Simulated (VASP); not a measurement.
# MnO2 (P4_2/mnm) in VASP: single point with PBE+U

Aim: the single point of MnO2 with PBE+U.

Program: VASP 6.6.1. These are calculated values, not measurements. Logs are shortened: lines on timing, memory, paths and dates and some standing lists are left out, and cuts for length are marked.

## 1. The crystal as given

The structure is tetragonal, space group P4_2/mnm (No. 136). The conventional cell has a = 4.398 Å, b = 4.398 Å, c = 2.873 Å, α = 90.00°, β = 90.00°, γ = 90.00°. Around Mn (site symmetry mmm) lie 6 O at 1.88 to 1.90 Å. O (site symmetry m2m) is surrounded by 3 Mn at 1.88 to 1.90 Å.

## 2. Single point, PBE+U

The input, INCAR:

```
PREC = Accurate
ENCUT = 520
EDIFF = 1E-7
ISMEAR = 0
SIGMA = 0.1
LREAL = False
LASPH = True
NELM = 150
ALGO = Normal
ISIF = 2
LWAVE = False
LCHARG = False
LMAXMIX = 4
LDAU = True
LDAUTYPE = 2
LDAUL = 2 -1
LDAUU = 6.3 0
LDAUJ = 0 0
LDAUPRINT = 1
GGA = PE
NBANDS = 34
```

The input, KPOINTS:

```
Automatic mesh
0
Gamma
  5 5 7
```

The input, POSCAR:

```
MnO2
1.0
    4.3983000000      0.0000000000      0.0000000000
    0.0000000000      4.3983000000      0.0000000000
    0.0000000000      0.0000000000      2.8730000000
Mn O
2 4
Direct
    0.0000000000      0.0000000000      0.0000000000
    0.5000000000      0.5000000000      0.5000000000
    0.3051500000      0.3051500000      0.0000000000
    0.1948500000      0.8051500000      0.5000000000
    0.6948500000      0.6948500000      0.0000000000
    0.8051500000      0.1948500000      0.5000000000
```

Potentials or basis: VASP PAW PBE potentials, release 64 (Mn_pv, O).

Run with:

```console
$ cat potpaw_PBE.64/Mn_pv/POTCAR potpaw_PBE.64/O/POTCAR > POTCAR
$ mpirun -np 1 vasp_std > vasp.out
```

OUTCAR:

```text
PREC = Accurate
   ENCUT = 520
   EDIFF = 1E-7
   ISMEAR = 0
   LREAL = False
   LASPH = True
   NELM = 150
   ISIF = 2
   GGA = PE

 ion  position               nearest neighbor table
   1  0.000  0.000  0.000-   4 1.88   6 1.88   4 1.88   6 1.88   5 1.90   3 1.90
   2  0.500  0.500  0.500-   3 1.88   5 1.88   3 1.88   5 1.88   4 1.90   6 1.90
   3  0.305  0.305  0.000-   2 1.88   2 1.88   1 1.90
   4  0.195  0.805  0.500-   1 1.88   1 1.88   2 1.90
   5  0.695  0.695  0.000-   2 1.88   2 1.88   1 1.90
   6  0.805  0.195  0.500-   1 1.88   1 1.88   2 1.90

  LATTYP: Found a simple tetragonal cell.
 ALAT       =     4.3983000000
 C/A-ratio  =     0.6532069209

  Lattice vectors:

 A1 = (   4.3983000000,   0.0000000000,   0.0000000000)
 A2 = (   0.0000000000,   4.3983000000,   0.0000000000)
 A3 = (   0.0000000000,   0.0000000000,   2.8730000000)

Analysis of symmetry for initial positions (statically):
=====================================================================
 Subroutine PRICEL returns:
 Original cell was already a primitive cell.

 Routine SETGRP: Setting up the symmetry group for a
 simple tetragonal supercell.

 Subroutine GETGRP returns: Found 16 space group operations
 (whereof  8 operations were pure point group operations)
 out of a pool of 16 trial point group operations.

The static configuration has the point symmetry D_2h.
 The point group associated with its full space group is D_4h.

Analysis of symmetry for dynamics (positions and initial velocities):
=====================================================================
 Subroutine PRICEL returns:
 Original cell was already a primitive cell.

 Routine SETGRP: Setting up the symmetry group for a
 simple tetragonal supercell.

 Subroutine GETGRP returns: Found 16 space group operations
 (whereof  8 operations were pure point group operations)
 out of a pool of 16 trial point group operations.

The dynamic configuration has the point symmetry D_2h.
 The point group associated with its full space group is D_4h.

 Subroutine INISYM returns: Found 16 space group operations
 (whereof  8 operations are pure point group operations),
 and found     1 'primitive' translations

----------------------------------------------------------------------------------------

                                     Primitive cell

  volume of cell :      55.5783

  direct lattice vectors                    reciprocal lattice vectors
     4.398300000  0.000000000  0.000000000     0.227360571  0.000000000  0.000000000
     0.000000000  4.398300000  0.000000000     0.000000000  0.227360571  0.000000000
     0.000000000  0.000000000  2.873000000     0.000000000  0.000000000  0.348068221

  length of vectors
     4.398300000  4.398300000  2.873000000     0.227360571  0.227360571  0.348068221

  position of ions in fractional coordinates (direct lattice)
     0.000000000  0.000000000  0.000000000
     0.500000000  0.500000000  0.500000000
     0.305150000  0.305150000  0.000000000
     0.194850000  0.805150000  0.500000000
     0.694850000  0.694850000  0.000000000
     0.805150000  0.194850000  0.500000000

  ion indices of the primitive-cell ions
   primitive index   ion index
                 1           1
                 2           2
                 3           3
                 4           4
                 5           5
                 6           6

[... 105 lines left out ...]
 non-spin polarized calculation
 Gauss-broadening in eV      SIGMA  =   0.10
  energy-cutoff  :      520.00
  volume of cell :       55.58
 maximum number of plane-waves:      1510
 NGX is ok and might be reduce to    36
   NGX = 17   NGY = 17   NGZ = 11

atom =   1  type =  1  l = 2

 onsite density matrix

spin component  1

  0.6412  0.0000  0.2858  0.0000  0.0000
  0.0000  0.5081  0.0000  0.1814  0.0000
  0.2858  0.0000  0.6875  0.0000 -0.0000
  0.0000  0.1814  0.0000  0.5081  0.0000
  0.0000  0.0000 -0.0000  0.0000  0.1437

spin component  2

  0.6412  0.0000  0.2858  0.0000  0.0000
  0.0000  0.5081  0.0000  0.1814  0.0000
  0.2858  0.0000  0.6875  0.0000 -0.0000
  0.0000  0.1814  0.0000  0.5081  0.0000
  0.0000  0.0000 -0.0000  0.0000  0.1437

 occupancies and eigenvectors

  o =  0.1437  v =  0.0000  0.0000 -0.0000  0.0000 -1.0000  0.0000  0.0000  0.0000  0.0000  0.0000      0.0000  0.0000  0.0000  0.0000  0.0000  0.0000  0.0000  0.0000  0.0000  0.0000
  o =  0.1437  v =  0.0000  0.0000  0.0000  0.0000  0.0000  0.0000  0.0000 -0.0000  0.0000 -1.0000      0.0000  0.0000  0.0000  0.0000  0.0000  0.0000  0.0000  0.0000  0.0000  0.0000
  o =  0.3267  v =  0.0000  0.7071  0.0000 -0.7071  0.0000  0.0000  0.0000  0.0000  0.0000  0.0000      0.0000  0.0000  0.0000  0.0000  0.0000  0.0000  0.0000  0.0000  0.0000  0.0000
  o =  0.3267  v =  0.0000  0.0000  0.0000  0.0000  0.0000  0.0000  0.7071  0.0000 -0.7071  0.0000      0.0000  0.0000  0.0000  0.0000  0.0000  0.0000  0.0000  0.0000  0.0000  0.0000
  o =  0.3776  v =  0.0000  0.0000  0.0000  0.0000  0.0000 -0.7351  0.0000  0.6780  0.0000 -0.0000      0.0000  0.0000  0.0000  0.0000  0.0000  0.0000  0.0000  0.0000  0.0000  0.0000
  o =  0.3776  v = -0.7351  0.0000  0.6780  0.0000 -0.0000  0.0000  0.0000  0.0000  0.0000  0.0000      0.0000  0.0000  0.0000  0.0000  0.0000  0.0000  0.0000  0.0000  0.0000  0.0000
  o =  0.6895  v =  0.0000  0.0000  0.0000  0.0000  0.0000  0.0000  0.7071  0.0000  0.7071  0.0000      0.0000  0.0000  0.0000  0.0000  0.0000  0.0000  0.0000  0.0000  0.0000  0.0000
  o =  0.6895  v =  0.0000  0.7071  0.0000  0.7071  0.0000  0.0000  0.0000  0.0000  0.0000  0.0000      0.0000  0.0000  0.0000  0.0000  0.0000  0.0000  0.0000  0.0000  0.0000  0.0000
  o =  0.9511  v = -0.6780 -0.0000 -0.7351  0.0000  0.0000  0.0000  0.0000  0.0000  0.0000  0.0000      0.0000  0.0000  0.0000  0.0000  0.0000  0.0000  0.0000  0.0000  0.0000  0.0000
  o =  0.9511  v =  0.0000  0.0000  0.0000  0.0000  0.0000 -0.6780 -0.0000 -0.7351  0.0000  0.0000      0.0000  0.0000  0.0000  0.0000  0.0000  0.0000  0.0000  0.0000  0.0000  0.0000

atom =   2  type =  1  l = 2

 onsite density matrix

spin component  1

  0.6412  0.0000 -0.2858  0.0000  0.0000
  0.0000  0.5081  0.0000 -0.1814  0.0000
 -0.2858  0.0000  0.6875  0.0000 -0.0000
  0.0000 -0.1814  0.0000  0.5081  0.0000
  0.0000  0.0000 -0.0000  0.0000  0.1437

spin component  2

  0.6412  0.0000 -0.2858  0.0000  0.0000
  0.0000  0.5081  0.0000 -0.1814  0.0000
 -0.2858  0.0000  0.6875  0.0000 -0.0000
  0.0000 -0.1814  0.0000  0.5081  0.0000
  0.0000  0.0000 -0.0000  0.0000  0.1437

 occupancies and eigenvectors

  o =  0.1437  v =  0.0000 -0.0000  0.0000  0.0000  1.0000  0.0000  0.0000  0.0000  0.0000  0.0000      0.0000  0.0000  0.0000  0.0000  0.0000  0.0000  0.0000  0.0000  0.0000  0.0000
  o =  0.1437  v =  0.0000  0.0000  0.0000  0.0000  0.0000  0.0000 -0.0000  0.0000  0.0000  1.0000      0.0000  0.0000  0.0000  0.0000  0.0000  0.0000  0.0000  0.0000  0.0000  0.0000
  o =  0.3267  v =  0.0000 -0.7071  0.0000 -0.7071 -0.0000  0.0000  0.0000  0.0000  0.0000  0.0000      0.0000  0.0000  0.0000  0.0000  0.0000  0.0000  0.0000  0.0000  0.0000  0.0000
  o =  0.3267  v =  0.0000  0.0000  0.0000  0.0000  0.0000  0.0000 -0.7071  0.0000 -0.7071 -0.0000      0.0000  0.0000  0.0000  0.0000  0.0000  0.0000  0.0000  0.0000  0.0000  0.0000
  o =  0.3776  v =  0.0000  0.0000  0.0000  0.0000  0.0000 -0.7351 -0.0000 -0.6780  0.0000  0.0000      0.0000  0.0000  0.0000  0.0000  0.0000  0.0000  0.0000  0.0000  0.0000  0.0000
  o =  0.3776  v = -0.7351 -0.0000 -0.6780  0.0000  0.0000  0.0000  0.0000  0.0000  0.0000  0.0000      0.0000  0.0000  0.0000  0.0000  0.0000  0.0000  0.0000  0.0000  0.0000  0.0000
  o =  0.6895  v =  0.0000  0.0000  0.0000  0.0000  0.0000  0.0000  0.7071  0.0000 -0.7071  0.0000      0.0000  0.0000  0.0000  0.0000  0.0000  0.0000  0.0000  0.0000  0.0000  0.0000
  o =  0.6895  v =  0.0000  0.7071  0.0000 -0.7071  0.0000  0.0000  0.0000  0.0000  0.0000  0.0000      0.0000  0.0000  0.0000  0.0000  0.0000  0.0000  0.0000  0.0000  0.0000  0.0000
  o =  0.9511  v = -0.6780  0.0000  0.7351  0.0000 -0.0000  0.0000  0.0000  0.0000  0.0000  0.0000      0.0000  0.0000  0.0000  0.0000  0.0000  0.0000  0.0000  0.0000  0.0000  0.0000
  o =  0.9511  v =  0.0000  0.0000  0.0000  0.0000  0.0000 -0.6780  0.0000  0.7351  0.0000 -0.0000      0.0000  0.0000  0.0000  0.0000  0.0000  0.0000  0.0000  0.0000  0.0000  0.0000

 number of electron      49.9999980 magnetization

 Free energy of the ion-electron system (eV)
  ---------------------------------------------------
  ext. energy  EPLUGINS =         0.00000000
  ---------------------------------------------------
  free energy    TOTEN  =       -33.19402718 eV

  energy without entropy =      -33.16261198  energy(sigma->0) =      -33.17831958

 E-fermi :   4.6102     XC(G=0): -12.0286

 val. band max:        4.6047567449   @ k =   0.4000   0.2000   0.2857
 cond. band min:       4.6176647833   @ k =   0.4000   0.0000   0.4286
 fundamental gap:      0.0129080383
 Fermi energy:         4.6102291309

 k-point     1 :       0.0000    0.0000    0.0000
  band No.  band energies     occupation
      1     -44.3952      2.00000
      2     -44.3952      2.00000
      3     -43.5192      2.00000
      4     -43.5192      2.00000
      5     -42.8869      2.00000
      6     -42.8777      2.00000
[... 877 lines left out ...]
     33      17.0117      0.00000
     34      17.3398      0.00000

------------------------ aborting loop because EDIFF is reached ----------------------------------------

  FORCE on cell =-STRESS in cart. coord.  units (eV):
  Direction    XX          YY          ZZ          XY          YZ          ZX
  --------------------------------------------------------------------------------------
  -------------------------------------------------------------------------------------
  Total        1.1775472      1.1775472      6.2228972      0.0000000      0.0000000      0.0000000
  in kB       33.9456076     33.9456076    179.3898586      0.0000000      0.0000000      0.0000000
  external PRESSURE =      82.4270246 kB  Pullay stress =       0.0000000 kB

 VOLUME and BASIS-vectors are now :
 -----------------------------------------------------------------------------
  energy-cutoff  :      520.00
  volume of cell :       55.58
      direct lattice vectors                 reciprocal lattice vectors
     4.398300000  0.000000000  0.000000000     0.227360571  0.000000000  0.000000000
     0.000000000  4.398300000  0.000000000     0.000000000  0.227360571  0.000000000
     0.000000000  0.000000000  2.873000000     0.000000000  0.000000000  0.348068221

 POSITION                                       TOTAL-FORCE (eV/Angst)
 -----------------------------------------------------------------------------------
      0.00000      0.00000      0.00000         0.000000     -0.000000      0.000000
      2.19915      2.19915      1.43650         0.000000     -0.000000      0.000000
      1.34214      1.34214      0.00000        -0.063012     -0.063012     -0.000000
      0.85701      3.54129      1.43650         0.063012     -0.063012      0.000000
      3.05616      3.05616      0.00000         0.063012      0.063012      0.000000
      3.54129      0.85701      1.43650        -0.063012      0.063012      0.000000
 -----------------------------------------------------------------------------------
    total drift:                                0.000000      0.000000      0.000000

  FREE ENERGIE OF THE ION-ELECTRON SYSTEM (eV)
  ---------------------------------------------------
  free  energy   TOTEN  =       -33.1940271824 eV

  energy  without entropy=      -33.1626119834  energy(sigma->0) =      -33.17831958
```

Run time: 36 s. Hardware: 1 thread of Intel Xeon 6975P-C (Granite Rapids), shared host; peak memory 0.19 GiB.

What came out:

| Property | Result |
| --- | --- |
| Free energy | -33.1940 eV |
| Pressure | 8.2 GPa |
| Largest force | 0.089 eV/Å |
| Band gap on the k mesh | none (metal or under the smearing width) |

Forces in eV/Å, atoms in the order of the input:
```
Mn   0.000  0.000  0.000
Mn   0.000  0.000  0.000
O   -0.063 -0.063  0.000
O    0.063 -0.063  0.000
O    0.063  0.063  0.000
O   -0.063  0.063  0.000
```

Stress tensor (GPa, compression positive):
```
 3.39  0.00  0.00
 0.00  3.39  0.00
 0.00  0.00 17.94
```

Eigenvalues of the final occupation matrices:
| site | spin | trace | eigenvalues |
| --- | --- | --- | --- |
| site 1 d | 1 | 2.49 | 0.14 0.33 0.38 0.69 0.95 |
| site 1 d | 2 | 2.49 | 0.14 0.33 0.38 0.69 0.95 |
| site 2 d | 1 | 2.49 | 0.14 0.33 0.38 0.69 0.95 |
| site 2 d | 2 | 2.49 | 0.14 0.33 0.38 0.69 0.95 |

Caveat: the run has no spin polarisation, though such a crystal can be magnetic; U without spin polarisation on a metal has little footing. Spin polarisation is off, so any magnetic state and its effect on volume and gap are missing.
